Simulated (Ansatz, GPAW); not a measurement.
# Geometry or basis: what sets the conductance of benzene-1,4-dithiol between two Pt chains, part 2 of 3

Wanted: T(E) of benzene-1,4-dithiol between two Pt chains at a relaxed geometry in two programs, beside the unrelaxed structure.

GPAW 26.7.0 and Ansatz 0.2.0; Ansatz plane waves; relaxation of the junction with the lead ends held; PAW set soft_1 (the session's first sound run).

So far, transmission at the Fermi level (one spin): step 3 (plane-wave reference (PBE)) 0.393. Also conductance of the perfect lead (G₀): step 3 4.00.

### Step 4. Double-zeta polarised basis

The script solves lead and junction separately, takes H and S in the orbital basis, and joins semi-infinite leads through their self-energies; the dzp basis is the working standard.

This step: GPAW LCAO, PAW setups; Landauer transmission from Green's functions with principal layers (ASE), zero bias (GPAW 26.7.0).

The input, run.py:

```python
import json
import numpy as np
from ase import Atoms
from ase.transport.calculators import TransportCalculator
from gpaw import GPAW, FermiDirac
from gpaw.lcao.tools import get_lcao_hamiltonian
from scipy.linalg import eigh

# The junction with lead layers at both ends, along the third cell vector
device = Atoms(
    ['Pt', 'Pt', 'Pt', 'Pt', 'Pt', 'Pt', 'Pt', 'Pt', 'S', 'H', 'C', 'C', 'H', 'C', 'C', 'H', 'C', 'C', 'H', 'S', 'Pt', 'Pt', 'Pt', 'Pt', 'Pt', 'Pt', 'Pt', 'Pt'],
    positions=[
        [5.72020, 4.50000, 1.20000],
        [5.72020, 4.50000, 3.60000],
        [5.72020, 4.50000, 6.00000],
        [5.72020, 4.50000, 8.40000],
        [5.72020, 4.50000, 10.80000],
        [5.72020, 4.50000, 13.20000],
        [4.65782, 4.82467, 15.31948],
        [5.41032, 4.60437, 17.62276],
        [4.38169, 4.67697, 19.54324],
        [7.28731, 4.71046, 20.47342],
        [5.20091, 4.70024, 21.08290],
        [6.60065, 4.70629, 21.31998],
        [3.25899, 4.70739, 22.06003],
        [4.33753, 4.70511, 22.22256],
        [7.09471, 4.71144, 22.61032],
        [8.17323, 4.71895, 22.77277],
        [4.83160, 4.70267, 23.51287],
        [6.23138, 4.70311, 23.75001],
        [4.14491, 4.70393, 24.35941],
        [7.05097, 4.68339, 25.28975],
        [6.02403, 4.60610, 27.21093],
        [6.77829, 4.83542, 29.51303],
        [5.72020, 4.50000, 31.63396],
        [5.72020, 4.50000, 34.03396],
        [5.72020, 4.50000, 36.43396],
        [5.72020, 4.50000, 38.83396],
        [5.72020, 4.50000, 41.23396],
        [5.72020, 4.50000, 43.63396]],
    cell=[[11.4404, 0.0, 0.0], [0.0, 9.0, 0.0], [0.0, 0.0, 44.83396]],
    pbc=True)

# One principal layer of the lead: the first 5 atoms of the device
lead = Atoms(
    ['Pt', 'Pt', 'Pt', 'Pt', 'Pt'],
    positions=[
        [5.72020, 4.50000, 1.20000],
        [5.72020, 4.50000, 3.60000],
        [5.72020, 4.50000, 6.00000],
        [5.72020, 4.50000, 8.40000],
        [5.72020, 4.50000, 10.80000]],
    cell=[[11.4404, 0.0, 0.0], [0.0, 9.0, 0.0], [0.0, 0.0, 12.0]],
    pbc=True)

settings = dict(mode='lcao', basis='dzp', xc='PBE', h=0.2,
                occupations=FermiDirac(0.1), maxiter=250,
                mixer=dict(beta=0.1, nmaxold=8, weight=100.0),
                convergence=dict(density=0.0001))
energies = np.arange(-2, 2 + 1e-9, 0.025)
eta = 0.0001
n1, n2 = 1, 1
# k and -k transmit alike, so half of the mesh across the current serves
mesh = [(i, j) for i in range(n1) for j in range(n2) if (i, j) <= (-i % n1, -j % n2)]
weights = np.array([1 if (i, j) == (-i % n1, -j % n2) else 2 for i, j in mesh]) / (n1 * n2)

# [... helper functions left out ...]
fermi_lead = ground_state(lead, (1, 1, 10), 'lead.txt')
fermi_device = ground_state(device, (1, 1, 2), 'device.txt')
# [... loop over the mesh left out, but for ...]
        # Shift the lead onto the potential of the device's first layer
        shift = ((H[:, 0, 0] - H0[:, 0, 0]) / S0[0, 0]).real.mean()
# [...]
kT = 8.617333e-5 * 300
bias = [0.1, 0.2, 0.5, 1.0, 1.5, 2.0]
# [... integrals and printing left out ...]
```

Launch:

```sh
> OMP_NUM_THREADS=1 OPENBLAS_NUM_THREADS=1 python run.py
```

Elapsed: 5 min, on 1 thread of Arm Neoverse V2, shared host; peak memory 1.9 GiB.

Numbers from this step:

- conductance: 0.3918 G₀
- thermopower: 54.29 μV/K
- largest coupling past the next principal layer: 8.09e-6 eV
- largest misfit of the first principal layer: 0.1183 eV
- shift that aligns the lead: 0.001378 eV
- basis functions of the junction: 556
- basis functions of a principal layer: 135
- transmission at the Fermi level (one spin): 0.3537

One spin. Table of transmission, zone mean by energy, zero at the Fermi level:

| energy (eV) | transmission, zone mean |
| --- | --- |
| -2.000 | 0.957 |
| -1.900 | 0.960 |
| -1.800 | 0.969 |
| -1.700 | 0.984 |
| -1.625 | 1.00 |
| -1.600 | 1.00 |
| -1.500 | 0.882 |
| -1.400 | 0.690 |
| -1.300 | 0.424 |
| -1.200 | 0.163 |
| -1.100 | 0.0991 |
| -1.000 | 0.138 |
| -0.900 | 0.228 |
| -0.800 | 0.398 |
| -0.700 | 0.595 |
| -0.600 | 0.787 |
| -0.500 | 0.997 |
| -0.400 | 0.871 |
| -0.300 | 0.966 |
| -0.275 | 0.996 |
| -0.200 | 0.912 |
| -0.150 | 0.998 |
| -0.100 | 0.845 |
| 0.000 | 0.354 |
| 0.100 | 0.212 |
| 0.200 | 0.215 |
| 0.300 | 0.423 |
| 0.375 | 0.996 |
| 0.400 | 0.768 |
| 0.500 | 0.0809 |
| 0.600 | 0.0191 |
| 0.700 | 0.00920 |
| 0.800 | 0.00376 |
| 0.900 | 0.00213 |
| 1.000 | 0.00142 |
| 1.100 | 0.00102 |
| 1.200 | 7.8e-4 |
| 1.300 | 6.2e-4 |
| 1.400 | 5.0e-4 |
| 1.500 | 4.2e-4 |
| 1.600 | 3.6e-4 |
| 1.700 | 3.1e-4 |
| 1.800 | 2.6e-4 |
| 1.900 | 2.3e-4 |
| 2.000 | 2.0e-4 |

Not self-consistent under bias; the bias window is split evenly. Current through one cell, from the zero-bias transmission against bias:

| bias (V) | current through one cell, from the zero-bias transmission (μA) |
| --- | --- |
| 0.100 | 3.13 |
| 0.200 | 6.76 |
| 0.500 | 20.1 |
| 1.000 | 47.1 |
| 1.500 | 62.0 |
| 2.000 | 67.6 |

The transmission of the three most open eigenchannels by energy, zero at the Fermi level:

| energy (eV) | channel 1 | channel 2 | channel 3 |
| --- | --- | --- | --- |
| -2.000 | 0.952 | 0.00526 | 2.7e-5 |
| -1.900 | 0.952 | 0.00810 | 4.6e-5 |
| -1.800 | 0.954 | 0.0151 | 7.8e-5 |
| -1.700 | 0.948 | 0.0357 | 1.3e-4 |
| -1.600 | 0.913 | 0.0897 | 2.0e-4 |
| -1.500 | 0.836 | 0.0464 | 2.9e-4 |
| -1.400 | 0.657 | 0.0329 | 4.5e-4 |
| -1.300 | 0.417 | 0.00626 | 9.1e-4 |
| -1.200 | 0.155 | 0.00517 | 0.00281 |
| -1.100 | 0.0776 | 0.0188 | 0.00259 |
| -1.000 | 0.0917 | 0.0439 | 0.00211 |
| -0.900 | 0.214 | 0.0114 | 0.00298 |
| -0.800 | 0.390 | 0.00396 | 0.00385 |
| -0.700 | 0.588 | 0.00462 | 0.00174 |
| -0.600 | 0.781 | 0.00542 | 8.8e-4 |
| -0.500 | 0.991 | 0.00551 | 4.7e-4 |
| -0.400 | 0.866 | 0.00434 | 2.7e-4 |
| -0.300 | 0.961 | 0.00444 | 1.2e-4 |
| -0.200 | 0.910 | 0.00167 | 4.9e-4 |
| -0.100 | 0.843 | 0.00193 | 4.9e-5 |
| 0.000 | 0.351 | 0.00217 | 2.2e-5 |
| 0.100 | 0.210 | 0.00231 | 1.1e-5 |
| 0.200 | 0.212 | 0.00239 | 4.3e-6 |
| 0.300 | 0.421 | 0.00226 | 6.6e-7 |
| 0.400 | 0.765 | 0.00230 | 2.8e-7 |
| 0.500 | 0.0784 | 0.00253 | 1.2e-7 |
| 0.600 | 0.0166 | 0.00249 | 4.3e-8 |
| 0.700 | 0.00845 | 7.5e-4 | 7.6e-9 |
| 0.800 | 0.00376 | 2.2e-12 | 0 |
| 0.900 | 0.00213 | 0 | 0 |
| 1.000 | 0.00142 | 0 | 0 |
| 1.100 | 0.00102 | 0 | 0 |
| 1.200 | 7.8e-4 | 0 | 0 |
| 1.300 | 6.2e-4 | 0 | 0 |
| 1.400 | 5.0e-4 | 0 | 0 |
| 1.500 | 4.2e-4 | 0 | 0 |
| 1.600 | 3.6e-4 | 1.1e-12 | 0 |
| 1.700 | 3.1e-4 | 1.2e-12 | 0 |
| 1.800 | 2.6e-4 | 1.3e-12 | 0 |
| 1.900 | 2.3e-4 | 1.4e-12 | 0 |
| 2.000 | 2.0e-4 | 1.4e-12 | 0 |

At the Fermi level T is 0.354 against 0.393 in plane waves. Couplings past the next layer reach 8.1e-6 eV, small enough to drop; the matrix elements of the cell's first layer differ from the bulk lead's by up to 0.12 eV. That layer keeps its own values in the calculation, and only beyond it is the lead taken as perfect. The Fermi levels of lead and junction count from different zeros of potential, one for each periodic cell; with both set to zero, the small remaining shift is what aligns them. Without spin-orbit coupling, which is large for these atoms, channel counts and T are those of the scalar-relativistic bands. By hand: G = 0.3918 × 77.48 μS = 30.4 μS, a resistance of 32.9 kΩ; at 0.1 V a linear junction would pass 3.04 μA, and the integral over the bias window gives 3.13 μA. Mott's formula, S = -(π²/3)(k_B²T/e) d ln T/dE, has the prefactor 7.33 μV/K·eV at 300 K; T = 0.4352 at -0.025 eV and 0.2963 at 0.025 eV give a slope of -7.68 per eV and S = 56.3 μV/K, beside 54.3 μV/K from the thermal integral, which interpolates the same grid.

### Step 5. GPAW, szp: basis = "szp(dzp)"

The second zeta is dropped, the polarisation orbitals stay.

run.py, as its differences from that of step 4:

```diff
@@ -55,3 +55,3 @@
 
-settings = dict(mode='lcao', basis='dzp', xc='PBE', h=0.2,
+settings = dict(mode='lcao', basis='szp(dzp)', xc='PBE', h=0.2,
                 occupations=FermiDirac(0.1), maxiter=250,
```

The job ended after 2.6 min (1 thread; peak memory 1.8 GiB).

Numbers from this step:

```yaml
conductance: 0.3351 G₀
thermopower: 48.02 μV/K
largest_coupling_past_the_next_principal_layer: 8.13e-6 eV
largest_misfit_of_the_first_principal_layer: 0.1258 eV
shift_that_aligns_the_lead: 0.001013 eV
basis_functions_of_the_junction: 328
basis_functions_of_a_principal_layer: 75
transmission_at_the_fermi_level_one_spin: 0.3016
```

The conductance, 0.335 G₀, lies 14 % below that of the dzp run.

### Step 6. Minimal basis

The minimal basis is the cheapest rung: no second zeta and no polarisation.

run.py, as its differences from that of step 5:

```diff
@@ -55,3 +55,3 @@
 
-settings = dict(mode='lcao', basis='szp(dzp)', xc='PBE', h=0.2,
+settings = dict(mode='lcao', basis='sz(dzp)', xc='PBE', h=0.2,
                 occupations=FermiDirac(0.1), maxiter=250,
```

Elapsed: 2.2 min, on 1 thread; peak memory 1.8 GiB.

Numbers from this step:

* conductance: 0.3518 G₀
* thermopower: 42.20 μV/K
* largest coupling past the next principal layer: 8.11e-6 eV
* largest misfit of the first principal layer: 0.04985 eV
* shift that aligns the lead: 0.002858 eV
* basis functions of the junction: 228
* basis functions of a principal layer: 60
* transmission at the Fermi level (one spin): 0.3141

One spin. Table of transmission, zone mean by energy, zero at the Fermi level:

energy (eV), transmission, zone mean and a bar:
```
   -2.000      0.824 #########################
   -1.900      0.829 #########################
   -1.800      0.832 #########################
   -1.700      0.827 #########################
   -1.600      0.805 ########################
   -1.500      0.678 ####################
   -1.400      0.565 #################
   -1.300      0.402 ############
   -1.200      0.188 ######
   -1.100      0.083 ##
   -1.000      0.055 ##
   -0.900      0.082 ##
   -0.800      0.132 ####
   -0.700      0.239 #######
   -0.600      0.457 ##############
   -0.500      0.914 ###########################
   -0.450      0.993 ##############################
   -0.400      0.914 ############################
   -0.300      0.952 #############################
   -0.275      0.997 ##############################
   -0.200      0.963 #############################
   -0.100      0.722 ######################
    0.000      0.314 #########
    0.100      0.262 ########
    0.200      0.543 ################
    0.250      0.986 ##############################
    0.300      0.459 ##############
    0.400      0.045 #
    0.500      0.011 
    0.600      0.005 
    0.700      0.003 
    0.800      0.002 
    0.900      0.001 
    1.000      0.001 
    1.100      0.001 
    1.200      0.000 
    1.300      0.000 
    1.400      0.000 
    1.500      0.000 
    1.600      0.000 
    1.700      0.000 
    1.800      0.000 
    1.900      0.000 
    2.000      0.000
```

The conductance, 0.352 G₀, lies 10 % below that of the dzp run.

### Step 7. revPBE in the dzp basis: xc = "revPBE"

Back in the dzp basis, the functional changes from PBE to revPBE, to set the spread between functionals beside that between bases.

run.py, as its differences from that of step 6:

```diff
@@ -55,3 +55,3 @@
 
-settings = dict(mode='lcao', basis='sz(dzp)', xc='PBE', h=0.2,
+settings = dict(mode='lcao', basis='dzp', xc='revPBE', h=0.2,
                 occupations=FermiDirac(0.1), maxiter=250,
```

Wall time 4.8 min (1 thread); peak memory 1.9 GiB.

Numbers from this step:

| Property | Result |
| --- | --- |
| conductance | 0.3935 G₀ |
| thermopower | 52.78 μV/K |
| largest coupling past the next principal layer | 8.03e-6 eV |
| largest misfit of the first principal layer | 0.1181 eV |
| shift that aligns the lead | 9.96e-4 eV |
| basis functions of the junction | 556 |
| basis functions of a principal layer | 135 |
| transmission at the Fermi level (one spin) | 0.3567 |

The conductance, 0.393 G₀, lies 0.4 % above that of the dzp run.

### Step 8. The structure as built: geometry = "as built"

The dzp basis with PBE on the structure as first built shows what the relaxation was worth.

run.py, as its differences from that of step 7:

```diff
@@ -18,18 +18,18 @@
         [5.72020, 4.50000, 13.20000],
-        [4.65782, 4.82467, 15.31948],
-        [5.41032, 4.60437, 17.62276],
-        [4.38169, 4.67697, 19.54324],
-        [7.28731, 4.71046, 20.47342],
-        [5.20091, 4.70024, 21.08290],
-        [6.60065, 4.70629, 21.31998],
-        [3.25899, 4.70739, 22.06003],
-        [4.33753, 4.70511, 22.22256],
-        [7.09471, 4.71144, 22.61032],
-        [8.17323, 4.71895, 22.77277],
-        [4.83160, 4.70267, 23.51287],
-        [6.23138, 4.70311, 23.75001],
-        [4.14491, 4.70393, 24.35941],
-        [7.05097, 4.68339, 25.28975],
-        [6.02403, 4.60610, 27.21093],
-        [6.77829, 4.83542, 29.51303],
+        [5.72020, 4.50000, 15.60000],
+        [5.72020, 4.50000, 18.00000],
+        [4.39437, 5.70120, 19.52375],
+        [7.18227, 5.70963, 20.41153],
+        [5.14236, 5.69055, 21.13728],
+        [6.53168, 5.69745, 21.28240],
+        [3.25000, 5.70570, 22.18264],
+        [4.33371, 5.69756, 22.27642],
+        [7.10668, 5.69756, 22.55753],
+        [8.19039, 5.70570, 22.65132],
+        [4.90872, 5.69745, 23.55156],
+        [6.29803, 5.69055, 23.69667],
+        [4.25812, 5.70963, 24.42243],
+        [7.04602, 5.70120, 25.31021],
+        [5.72020, 4.50000, 26.83396],
+        [5.72020, 4.50000, 29.23396],
         [5.72020, 4.50000, 31.63396],
@@ -55,3 +55,3 @@
 
-settings = dict(mode='lcao', basis='dzp', xc='revPBE', h=0.2,
+settings = dict(mode='lcao', basis='dzp', xc='PBE', h=0.2,
                 occupations=FermiDirac(0.1), maxiter=250,
```

The job ended after 4.1 min (1 thread; peak memory 1.9 GiB).

Numbers from this step:

```
conductance                                    : 0.8966 G₀
thermopower                                    : 14.46 μV/K
largest coupling past the next principal layer : 8.09e-6 eV
largest misfit of the first principal layer    : 0.05900 eV
shift that aligns the lead                     : -0.002617 eV
transmission at the Fermi level (one spin)     : 0.9257
```

One spin. The transmission, zone mean by energy, zero at the Fermi level:

| energy (eV) | transmission, zone mean |
| --- | --- |
| -2.000 | 0.992 |
| -1.950 | 1.42 |
| -1.900 | 0.967 |
| -1.800 | 0.938 |
| -1.700 | 0.946 |
| -1.600 | 0.974 |
| -1.500 | 0.998 |
| -1.400 | 0.925 |
| -1.300 | 0.388 |
| -1.200 | 0.339 |
| -1.100 | 0.278 |
| -1.000 | 0.403 |
| -0.900 | 0.542 |
| -0.800 | 0.710 |
| -0.700 | 0.895 |
| -0.600 | 0.997 |
| -0.500 | 1.01 |
| -0.400 | 1.00 |
| -0.375 | 1.01 |
| -0.300 | 0.659 |
| -0.200 | 0.619 |
| -0.100 | 0.962 |
| -0.050 | 1.00 |
| 0.000 | 0.926 |
| 0.100 | 0.636 |
| 0.200 | 0.395 |
| 0.300 | 0.242 |
| 0.400 | 0.163 |
| 0.500 | 0.117 |
| 0.600 | 0.0892 |
| 0.700 | 0.0727 |
| 0.800 | 0.0645 |
| 0.900 | 0.0498 |
| 1.000 | 0.0383 |
| 1.100 | 0.0297 |
| 1.200 | 0.0234 |
| 1.300 | 0.0188 |
| 1.400 | 0.0155 |
| 1.500 | 0.0132 |
| 1.600 | 0.0115 |
| 1.700 | 0.0105 |
| 1.800 | 0.00984 |
| 1.900 | 0.00962 |
| 2.000 | 0.00981 |

The conductance, 0.897 G₀, lies 129 % above that of the dzp run.

### Step 9. All levels side by side

Times are wall times on the hardware named with each run. Results by setting:

| no. | run | conductance (G₀) | time | memory (GiB) |
| --- | --- | --- | --- | --- |
| 1 | pw PBE | 0.4198 | 70 min | 7.3 |
| 2 | dzp | 0.3918 | 5 min | 1.9 |
| 3 | szp | 0.3351 | 2.6 min | 1.8 |
| 4 | sz | 0.3518 | 2.2 min | 1.8 |
| 5 | dzp revPBE | 0.3935 | 4.8 min | 1.9 |
| 6 | asbuilt | 0.8966 | 4.1 min | 1.9 |

### Step 10. The levels side by side

The curves are compared point by point over the common energies.

This step: comparison of transmission and cost over codes, levels and geometry; PAW set soft_1 (GPAW 26.7.0).

Ladder, by row:

| step | code | T at the Fermi level (sum over the listed spins) | conductance (G0) | r.m.s. T(E) from the first | wall time (s) | peak memory (GiB) | threads |
| --- | --- | --- | --- | --- | --- | --- | --- |
| pw-pbe | Ansatz | 0.3927 | 0.4198 | 0 | 4204 | 7.258 | 4 |
| dzp | GPAW | 0.3537 | 0.3918 | 0.101 | 301.9 | 1.92 | 1 |
| szp | GPAW | 0.3016 | 0.3351 | 0.1626 | 158.8 | 1.84 | 1 |
| sz | GPAW | 0.314 | 0.3518 | 0.2293 | 132.5 | 1.77 | 1 |
| dzp-revPBE | GPAW | 0.3567 | 0.3935 | 0.09941 | 287.7 | 1.92 | 1 |
| asbuilt | GPAW | 0.9257 | 0.8966 | 0.2068 | 247.4 | 1.92 | 1 |

(Continued in part 3 of 3.)

[Logs are printed without paths, hosts, clocks, repeated set-up lines and the standing remarks that a program may print on its own settings, such as how far it seeks lower states.]

[Hosts, paths, dates, database ids (printed as entryN), source tags and the programs' standing remarks are cut or masked in the printed files.]
